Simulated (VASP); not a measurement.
# BiTe (R-3m) in VASP: a series of runs, part 2 of 2

VASP 6.6.1.

## 4. Single point, PBE

INCAR

```
PREC = Accurate
ENCUT = 550
EDIFF = 1E-7
ISMEAR = 0
SIGMA = 0.05
LREAL = F
LASPH = T
NELM = 100
ALGO = Normal
ISIF = 2
LWAVE = F
LCHARG = F
GGA = PE
NBANDS = 18
ADDGRID = F
```

KPOINTS

```
Automatic mesh
0
Gamma
  4 4 4
```

POSCAR

```
BiTe
1.0
    2.4227077728      1.3987509848      3.3172919545
   -2.4227077728      1.3987509848      3.3172919545
    0.0000000000     -2.7975019696      3.3172919545
Bi Te
1 1
Direct
    0.5120250000      0.5038480000      0.5048510000
   -0.0040940000     -0.0152210000     -0.0035880000
```

Potentials or basis: VASP PAW PBE potentials, release 64 (Bi_d, Te).

Started as:

```bash
> cat potpaw_PBE.64/Bi_d/POTCAR potpaw_PBE.64/Te/POTCAR > POTCAR
> mpirun -np 1 vasp_std > vasp.out
```

OUTCAR:

```text
PREC = Accurate
   ENCUT = 550
   EDIFF = 1E-7
   ISMEAR = 0
   LREAL = F
   LASPH = T
   NELM = 100
   ISIF = 2
   GGA = PE

 Found     36 irreducible k-points:

 Following reciprocal coordinates:
            Coordinates               Weight
  0.000000  0.000000  0.000000      1.000000
  0.250000 -0.000000  0.000000      2.000000
 -0.000000  0.250000  0.000000      2.000000
  0.000000  0.000000  0.250000      2.000000
  0.500000 -0.000000  0.000000      1.000000
 -0.000000  0.500000  0.000000      1.000000
[... 81 lines left out ...]
      5     -16.5042      2.00000
      6      -6.8194      2.00000
[... 103 lines left out ...]
      5     -16.5002      2.00000
      6      -4.9898      2.00000
[... 10 lines left out ...]
     17      14.5233      0.00000
     18      17.2948      0.00000

 [... further k-points ...]
[... 5 lines left out ...]
  --------------------------------------------------------------------------------------
  -------------------------------------------------------------------------------------
  Total       -0.0350297      0.1329316      0.1310240      0.0214972      0.0065408     -0.0003710
  in kB       -0.8320905      3.1576395      3.1123259      0.5106405      0.1553691     -0.0088115
  external PRESSURE =       1.8126250 kB  Pullay stress =       0.0000000 kB

 VOLUME and BASIS-vectors are now :
 -----------------------------------------------------------------------------
  energy-cutoff  :      550.00
  volume of cell :       67.45
      direct lattice vectors                 reciprocal lattice vectors
     2.422707773  1.398750985  3.317291954     0.206380648  0.119153923  0.100483568
    -2.422707773  1.398750985  3.317291954    -0.206380648  0.119153923  0.100483568
     0.000000000 -2.797501970  3.317291954     0.000000000 -0.238307845  0.100483568

 POSITION                                       TOTAL-FORCE (eV/Angst)
 -----------------------------------------------------------------------------------
      0.01981      0.00863      5.04469         0.016248     -0.059340     -0.387194
      0.02696     -0.01698      9.87590        -0.016248      0.059340      0.387194
 -----------------------------------------------------------------------------------
    total drift:                                0.000230      0.000155     -0.000351

  FREE ENERGIE OF THE ION-ELECTRON SYSTEM (eV)
  ---------------------------------------------------
  free  energy   TOTEN  =        -7.1859731653 eV

  energy  without entropy=       -7.1830680784  energy(sigma->0) =       -7.18452062
```

OSZICAR:

```text
N       E                     dE             d eps       ncg     rms          rms(c)
DAV:   1     0.161943206036E+03    0.16194E+03   -0.10383E+04  1296   0.119E+03
DAV:   2     0.589573095995E+01   -0.15605E+03   -0.15213E+03  1376   0.311E+02
DAV:   3    -0.683875878540E+01   -0.12734E+02   -0.12544E+02  1592   0.914E+01
DAV:   4    -0.721085489183E+01   -0.37210E+00   -0.37175E+00  1624   0.166E+01
DAV:   5    -0.722358514215E+01   -0.12730E-01   -0.12730E-01  1802   0.287E+00    0.587E+00
DAV:   6    -0.718173207585E+01    0.41853E-01   -0.15443E-01  1826   0.219E+00    0.334E+00
DAV:   7    -0.718551789193E+01   -0.37858E-02   -0.30409E-02  1514   0.879E-01    0.794E-01
DAV:   8    -0.718585507689E+01   -0.33718E-03   -0.38772E-03  1482   0.423E-01    0.111E-01
DAV:   9    -0.718596183285E+01   -0.10676E-03   -0.40542E-04  1538   0.121E-01    0.331E-02
DAV:  10    -0.718597005020E+01   -0.82174E-05   -0.21620E-05  1634   0.287E-02    0.228E-02
DAV:  11    -0.718597364338E+01   -0.35932E-05   -0.10451E-05  1426   0.243E-02    0.410E-03
DAV:  12    -0.718597322447E+01    0.41892E-06   -0.10711E-06  1618   0.857E-03    0.222E-03
DAV:  13    -0.718597311801E+01    0.10645E-06   -0.20984E-07  1376   0.320E-03    0.126E-03
DAV:  14    -0.718597316531E+01   -0.47295E-07   -0.14098E-08   756   0.754E-04
   1 F= -.71859732E+01 E0= -.71845206E+01  d E =-.290509E-02
```

It took 34 s on 1 thread of Intel Xeon 6975P-C (Granite Rapids), shared host; peak memory 0.22 GiB.

The run converged, but some of its settings lie outside the range that counts as converged, so its numbers aren't taken as properties of the crystal.

Results:

```yaml
Free_energy: -7.1860 eV
Pressure: 0.2 GPa
Largest_force: 0.392 eV/Å
Band_gap_on_the_k_mesh: none (metal or under the smearing width)
```

Caveat: the k mesh is coarse (spacing up to 0.41 Å⁻¹), so the values aren't converged; spin-orbit coupling is left out, which moves the levels of the heavy elements.

## 5. Single point, PBE

Changes to INCAR since step 4:

```diff
@@ -1,3 +1,3 @@
 PREC = Accurate
-ENCUT = 550
+ENCUT = 250
 EDIFF = 1E-7
```

KPOINTS

```
Automatic mesh
0
Gamma
  6 6 6
```

POSCAR

```
BiTe
1.0
    2.4227077728      1.3987509848      3.3172919545
   -2.4227077728      1.3987509848      3.3172919545
    0.0000000000     -2.7975019696      3.3172919545
Bi Te
1 1
Direct
    0.5000000000      0.5000000000      0.5000000000
    0.0000000000      0.0000000000      0.0000000000
```

Potentials or basis: VASP PAW PBE potentials, release 64 (Bi_d, Te).

Started as:

```bash
> cat potpaw_PBE.64/Bi_d/POTCAR potpaw_PBE.64/Te/POTCAR > POTCAR
> mpirun -np 1 vasp_std > vasp.out
```

OUTCAR:

```text
PREC = Accurate
   ENCUT = 250
   EDIFF = 1E-7
   ISMEAR = 0
   LREAL = F
   LASPH = T
   NELM = 100
   ISIF = 2
   GGA = PE

 Found     32 irreducible k-points:

 Following reciprocal coordinates:
            Coordinates               Weight
  0.000000  0.000000  0.000000      1.000000
  0.166667 -0.000000  0.000000      6.000000
  0.333333 -0.000000  0.000000      6.000000
  0.500000 -0.000000  0.000000      3.000000
  0.166667  0.166667  0.000000      6.000000
  0.333333  0.166667  0.000000     12.000000
   k-points           NKPTS =     32   k-points in BZ     NKDIM =     32   number of bands    NBANDS=     18
   number of dos      NEDOS =    301   number of ions     NIONS =      2
   total plane-waves  NPLWV =  13824
   dimension x,y,z NGX =    24 NGY =   24 NGZ =   24
   dimension x,y,z NGXF=    48 NGYF=   48 NGZF=   48
   ions per type =               1   1
   NGX,Y,Z   is equivalent  to a cutoff of   9.19,  9.19,  9.19 a.u.
   NGXF,Y,Z  is equivalent  to a cutoff of  18.39, 18.39, 18.39 a.u.
 SYSTEM =  unknown system
   PREC   = accura    normal or accurate (medium, high low for compatibility)
   ISTART =      0    job   : 0-new  1-cont  2-samecut
   ICHARG =      2    charge: 1-file 2-atom 10-const
[... 55 lines left out ...]

 E-fermi :   6.6424     XC(G=0):  -9.4789

 val. band max:        6.6290074649   @ k =   0.5000   0.3333   0.1667
 cond. band min:       6.6746344243   @ k =   0.3333   0.3333   0.1667
 fundamental gap:      0.0456269594
 Fermi energy:         6.6423925275

 k-point     1 :       0.0000    0.0000    0.0000
  band No.  band energies     occupation
      1     -16.5268      2.00000
      2     -16.5268      2.00000
      3     -16.5139      2.00000
      4     -16.5139      2.00000
      5     -16.4991      2.00000
      6      -6.8148      2.00000
[... 103 lines left out ...]
      5     -16.4970      2.00000
      6      -5.9514      2.00000
[... 10 lines left out ...]
     17      14.8773      0.00000
     18      15.5887      0.00000

 [... further k-points ...]

------------------------ aborting loop because EDIFF is reached ----------------------------------------

  FORCE on cell =-STRESS in cart. coord.  units (eV):
  Direction    XX          YY          ZZ          XY          YZ          ZX
  --------------------------------------------------------------------------------------
  -------------------------------------------------------------------------------------
  Total       -0.0763133     -0.0763133     -0.2091676      0.0000000     -0.0000000      0.0000000
  in kB       -1.8127349     -1.8127349     -4.9685376      0.0000000     -0.0000000      0.0000000
  external PRESSURE =      -2.8646692 kB  Pullay stress =       0.0000000 kB

 VOLUME and BASIS-vectors are now :
 -----------------------------------------------------------------------------
  energy-cutoff  :      250.00
  volume of cell :       67.45
      direct lattice vectors                 reciprocal lattice vectors
     2.422707773  1.398750985  3.317291954     0.206380648  0.119153923  0.100483568
    -2.422707773  1.398750985  3.317291954    -0.206380648  0.119153923  0.100483568
     0.000000000 -2.797501970  3.317291954     0.000000000 -0.238307845  0.100483568

 POSITION                                       TOTAL-FORCE (eV/Angst)
 -----------------------------------------------------------------------------------
      0.00000      0.00000      4.97594         0.000000      0.000000      0.000000
      0.00000      0.00000      0.00000         0.000000     -0.000000     -0.000000
 -----------------------------------------------------------------------------------
    total drift:                               -0.000000      0.000000     -0.000000

  FREE ENERGIE OF THE ION-ELECTRON SYSTEM (eV)
  ---------------------------------------------------
  free  energy   TOTEN  =        -7.1826024041 eV

  energy  without entropy=       -7.1805137693  energy(sigma->0) =       -7.18155809
```

OSZICAR:

```text
N       E                     dE             d eps       ncg     rms          rms(c)
DAV:   1     0.118515862619E+03    0.11852E+03   -0.70301E+03  1184   0.651E+02
DAV:   2     0.244027075451E-02   -0.11851E+03   -0.11619E+03  1314   0.225E+02
DAV:   3    -0.709346228847E+01   -0.70959E+01   -0.70686E+01  1344   0.630E+01
DAV:   4    -0.722104789635E+01   -0.12759E+00   -0.12756E+00  1554   0.922E+00
DAV:   5    -0.722324415407E+01   -0.21963E-02   -0.21962E-02  1438   0.922E-01    0.580E+00
DAV:   6    -0.717981379579E+01    0.43430E-01   -0.13612E-01  1578   0.190E+00    0.354E+00
DAV:   7    -0.718255258584E+01   -0.27388E-02   -0.33056E-02  1312   0.810E-01    0.750E-01
DAV:   8    -0.718248982687E+01    0.62759E-04   -0.47948E-03  1328   0.439E-01    0.128E-01
DAV:   9    -0.718260204215E+01   -0.11222E-03   -0.44554E-04  1340   0.120E-01    0.447E-02
DAV:  10    -0.718260271571E+01   -0.67356E-06   -0.20998E-05  1448   0.251E-02    0.275E-02
DAV:  11    -0.718260307903E+01   -0.36332E-06   -0.16729E-05  1318   0.254E-02    0.481E-03
DAV:  12    -0.718260249155E+01    0.58749E-06   -0.31994E-06  1436   0.125E-02    0.306E-03
DAV:  13    -0.718260240415E+01    0.87399E-07   -0.22873E-07  1218   0.304E-03
   1 F= -.71826024E+01 E0= -.71815581E+01  d E =-.208863E-02
```

Wall time 8.5 s (1 thread of Intel Xeon 6975P-C (Granite Rapids), shared host); peak memory 0.14 GiB.

The run converged, but some of its settings lie outside the range that counts as converged, so its numbers aren't taken as properties of the crystal.

Results:

```yaml
Free_energy: -7.1826 eV
Band_gap_on_the_k_mesh: none (metal or under the smearing width)
```

Caveat: the cutoff is under 1.25 times the usual one of these potentials, so pressure, stress and relaxed cells hold a basis-set (Pulay) error; spin-orbit coupling is left out, which moves the levels of the heavy elements.

## 6. The reference run

An earlier run on the cell as given: functional PBE; potentials or basis VASP PAW PBE potentials, release 64 (Bi_d, Te); cutoff 520 eV; k mesh 7 × 7 × 7; occupations fermi-dirac, width 0.05 eV; no spin polarisation.

- Pressure: 0.1 GPa
- Band gap on the k mesh: none (metal or under the smearing width)
